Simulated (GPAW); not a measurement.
Runs of GPAW 26.7.0 on Ba. Symmetry: P4/mmm, No. 123, tetragonal system. Conventional cell: a = 4.000 Å, b = 4.000 Å, c = 3.606 Å, α = 90.00°, β = 90.00°, γ = 90.00°. Ba (site symmetry 4/mmm) is surrounded by 6 Ba at 3.61 to 4.00 Å. This isn't the form of Ba at room conditions, which is bcc.

| task | level | potentials or basis | cell | smearing | smearing order | gap on the mesh (eV) | pressure (GPa) |
| --- | --- | --- | --- | --- | --- | --- | --- |
| electrostatic potential | RPBE | the program's PAW data sets (release 1.2.1) made for this functional, pw | cell strained at random at fixed volume | methfessel-paxton 0.1 eV | 1 | none | 1.5 |
| single point | RPBE | the program's PAW data sets (release 1.2.1) made for this functional, pw | as given | gaussian 0.02 eV | - | none | 1.4 |
| single point | LDA | the program's PAW data sets (release 1.2.1) made for this functional, pw | as given | gaussian 0.02 eV | - | none | -0.8 |
| single point | PBE | GPAW PAW data sets (gpaw-data 1.2.1), pw | as given | gaussian 0.1 eV | - | none | (a) |

Alike in all rows: no spin polarisation; k mesh 7 × 7 × 7; cutoff (eV) 600.

Q: Estimate the missing entries.

A: (a) 0.7.

Caveats: this smearing can pin the Fermi level at a band edge (some runs).

A k mesh can miss the band edges, and the runs leave out spin-orbit coupling on Ba.

A gap of «none» marks a metal or a gap under the smearing width.
